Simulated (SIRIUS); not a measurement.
## P under changes of volume

One of the cells (20.867 Å³/atom); the others are scaled copies at fixed shape and fractional positions:

```
P
1.0
     1.65866   -5.50123    0.00000
     1.65866    5.50123    0.00000
     0.00000    0.00000    4.57373
P
4
Cartesian
  1.6587 -4.4466 2.6931
  1.6587 4.4466 1.8806
  1.6587 -1.0547 0.4062
  1.6587 1.0547 4.1675
```

```yaml
Program: SIRIUS 7.12.0
Functional: PBE
Potentials_or_basis: all-electron FP-LAPW
Cutoff: 207 eV
Basis: apw+lo standard
k_mesh: 8 × 8 × 6
Occupations: fermi-dirac, width 0.05 eV
Spin: no spin polarisation
```

| volume (Å³/atom) | energy over the lowest point (meV/atom) | gap on the mesh (eV) |
| --- | --- | --- |
| 19.230 | 38.65 | 0.02 |
| 19.639 | 22.09 | 0.04 |
| 20.049 | 10.46 | 0.07 |
| 20.867 | 0.00 | 0.14 |
| 21.276 | 0.35 | 0.18 |
| 21.685 | ? | ? |

Task: What does the run at 21.685 Å³/atom give?

Result: Energy over the lowest point 3.93 meV/atom; gap on the mesh 0.22 eV.

Worked out: A Birch-Murnaghan fit of order 3 (a polynomial in V^(-2/3)) to the other rows has its minimum at 21.03 Å³/atom with B0 = V·E''(V) = 69 GPa and B' = 4.4 at fixed shape and positions, which overstates the stiffness. It gives 3.91 meV/atom at 21.685 Å³/atom, against the run's 3.93.

Energies are extrapolated to zero smearing.

A mesh can miss the band edges.
